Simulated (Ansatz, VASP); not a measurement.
## Ag: VASP beside Ansatz

```
Ag
1.0
     2.94609    0.00000    0.00000
    -1.47305    2.55139    0.00000
     0.00000    0.00000   27.00521
Ag
6
Direct
  0.00000 0.00000 0.27772
  0.66667 0.33333 0.36661
  0.33333 0.66667 0.45549
  0.66667 0.33333 0.54451
  0.33333 0.66667 0.63339
  0.00000 0.00000 0.72228
```

The slab is cut from a database's or a generator's crystal, which needn't be the stable form of the element.

Alike in both runs: functional PBE; k mesh 10 × 10 × 1; occupations fermi-dirac, width 0.05 eV; no spin polarisation.

|  | VASP | Ansatz |
| --- | --- | --- |
| version | VASP 6.6.1 | Ansatz 0.2.0 |
| potentials or method | VASP PAW PBE potentials, release 64 (Ag) | Ansatz PAW |
| plane-wave cutoff (eV) | 520 | 420 |
| valence electrons in the cell | 66 | 114 |
| task | single point | electrostatic potential |

|  | VASP | Ansatz | Ansatz less VASP |
| --- | --- | --- | --- |
| gap on the k mesh at the Fermi level (eV) | none | none | - |
| rms of the force components (eV/Å) | 0.031 | 0.031 | -0.0004 |

Atom by atom the forces differ by 0.001 eV/Å (rms over components). A gap of «none» marks a metal or a gap that the smearing closes. The two sets of potentials don't hold the same shells in valence.
